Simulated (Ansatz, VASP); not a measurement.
GaAs: VASP beside Ansatz

INCAR

```
PREC = Accurate ; ENCUT = 600
EDIFF = 1E-6 ; ISMEAR = 0
SIGMA = 0.1 ; LREAL = F
LASPH = T ; NELM = 100
ALGO = Fast ; ISIF = 3
LWAVE = F ; LCHARG = F
IBRION = 2 ; NSW = 100
EDIFFG = -0.005
```

File KPOINTS:

```
Automatic mesh
0
Gamma
  12 12 12
```

The input POSCAR:

```
GaAs
1.0
    0.0000000000      2.8750910500      2.8750910500
    2.8750910500      0.0000000000      2.8750910500
    2.8750910500      2.8750910500      0.0000000000
Ga As
1 1
Direct
    0.0000000000      0.0000000000      0.0000000000
    0.7500000000      0.7500000000      0.7500000000
```

Input for Ansatz:

```yaml
crystal:
  lattice:
    - [0.0, 2.87509105, 2.87509105]
    - [2.87509105, 0.0, 2.87509105]
    - [2.87509105, 2.87509105, 0.0]
  atoms:
    - { symbol: Ga, position: [0.0, 0.0, 0.0] }
    - { symbol: As, position: [0.75, 0.75, 0.75] }
basis:
  ecutwfc: 420
kpoints:
  mp_grid: { grid: [12, 12, 12] }
hamiltonian:
  xc: lda
scf:
  occupations: { method: gaussian, width: 0.1 }
output:
  forces: true
  stress: true
  eigenvalues: true
  write_density: true
  write_potential: true
  elf: true
  volumetric_format: npy
relax:
  adjacent_minimum: "off"
  f_tol: 0.005
  max_steps: 80
  cell: { stress_tol: 0.05 }
```

The cell is a database's computed one.

Alike in both runs: task relaxation of cell and atoms; functional LDA; k mesh 12 × 12 × 12; occupations gaussian, width 0.1 eV; no spin polarisation.

|  | VASP | Ansatz |
| --- | --- | --- |
| version | VASP 6.6.1 | Ansatz 0.2.0 |
| potentials or method | VASP PAW LDA potentials, release 64 (Ga_d, As) | scalar-relativistic, plane waves, PAW |
| plane-wave cutoff (eV) | 600 | 420 |
| valence electrons in the cell | 18 | 28 |

|  | VASP | Ansatz | Ansatz less VASP |
| --- | --- | --- | --- |
| gap on the k mesh at the Fermi level, each at its own relaxed structure (eV) | 0.50 | 0.49 | -0.012 |
| relaxed volume (Å³/atom) | 22.10 | 21.99 | -0.107 |
| relaxed cell length with the largest relative difference (Å) | 3.969 | 3.962 | -0.0064 |
| energy change over the relaxation (meV/atom) | -26 | -29 | -2.7 |

The two sets of potentials don't hold the same shells in valence.

A k mesh can miss the band edges. LDA gaps usually lie below the measured ones, often by a third to a half.
